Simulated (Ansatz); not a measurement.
SrTe in the rocksalt structure, relaxed with r2SCAN, was run in the plane-wave code Ansatz under altered settings. All numbers are computed, without spin polarisation but where a row says otherwise.

```xyz
2
Lattice="0.0000 3.3528 3.3528 3.3528 0.0000 3.3528 3.3528 3.3528 0.0000" Properties=species:S:1:pos:R:3 pbc="T T T"
Sr    0.0000    0.0000    0.0000
Te    3.3528    3.3528    3.3528
```

The base run's other keys:
```yaml
kpoints:
  mp_grid: { grid: [4, 4, 4] }
hamiltonian:
  xc: hse06
scf:
  occupations: { method: fixed }
  n_extra_bands: 4
```

It takes 12 iterations with 1459 plane waves at 420 eV and 8 k points, and leaves a mean stress of -0.10 GPa. The gap over this mesh is 2.492 eV.

Outcomes, with energy and stress as changes against the base:
```tsv
setting	outcome	ΔF (meV/atom)	Δ mean stress (GPa)	gap on the mesh (eV)	iterations
PBE hybrid, exx coeff 0.5, omega 0.3 1/Å	converged	–	-0.3	2.898	16
PBE hybrid, exx coeff 0.3, omega 0.1 1/Å	converged	–	-0.1	2.996	12
scf.exx.singularity: none	converged	+0.2	0.0	2.492	12
PBE hybrid, exx coeff 0.1, omega 0.3 1/Å	converged	–	+0.2	1.982	9
scf.occupations: cold 1.5	converged	0.0	0.0	2.492	25
basis.ecutwfc: 40	not converged	–	–	–	171
```
A dash marks a value that wasn't obtained or can't be compared. Stress is positive in compression.

- PBE hybrid, exx coeff 0.5, omega 0.3 1/Å. That is 50 % exact exchange, screened with ω = 0.3 1/Å, against HSE06's 25 % screened at 0.208 1/Å. The mean stress moves by -0.3 GPa and the gap on the mesh by +0.406 eV (to 2.898). Totals of different functionals aren't comparable.
- PBE hybrid, exx coeff 0.3, omega 0.1 1/Å. That is 30 % exact exchange, screened with ω = 0.1 1/Å, against HSE06's 25 % screened at 0.208 1/Å. The mean stress moves by -0.1 GPa and the gap on the mesh by +0.504 eV (to 2.996). Totals of different functionals aren't comparable. The program warns that on this mesh the truncation of the exchange isn't bounded, so part of the change can be an error of the mesh.
- PBE hybrid, exx coeff 0.1, omega 0.3 1/Å. That is 10 % exact exchange, screened with ω = 0.3 1/Å, against HSE06's 25 % screened at 0.208 1/Å. The mean stress moves by +0.2 GPa and the gap on the mesh by -0.510 eV (to 1.982). Totals of different functionals aren't comparable.
- basis.ecutwfc: 40. The calculation stopped without meeting its thresholds. It stopped after 171 iterations; the base needs 12. Nothing that it printed is a property of the solid. Error: did not converge after 80 iterations: exchange_consistency = 5.04e-5 (threshold 1.00e-6), from trace_gap_ev = 2.84e-14 and orbital_symmetrization_band_energy_change_ev = 5.04e-5 […]

Within 1 meV an atom, 0.1 GPa and 0.005 eV of the base stay: scf.exx.singularity: none; scf.occupations: cold 1.5.

Spin-orbit coupling is left out, which matters wherever the heavy atoms make up the band edges.

The program warns that its thresholds are loose for a hybrid's stress.

The meshes of the hybrids are coarse, so their gaps aren't converged to the digits shown.
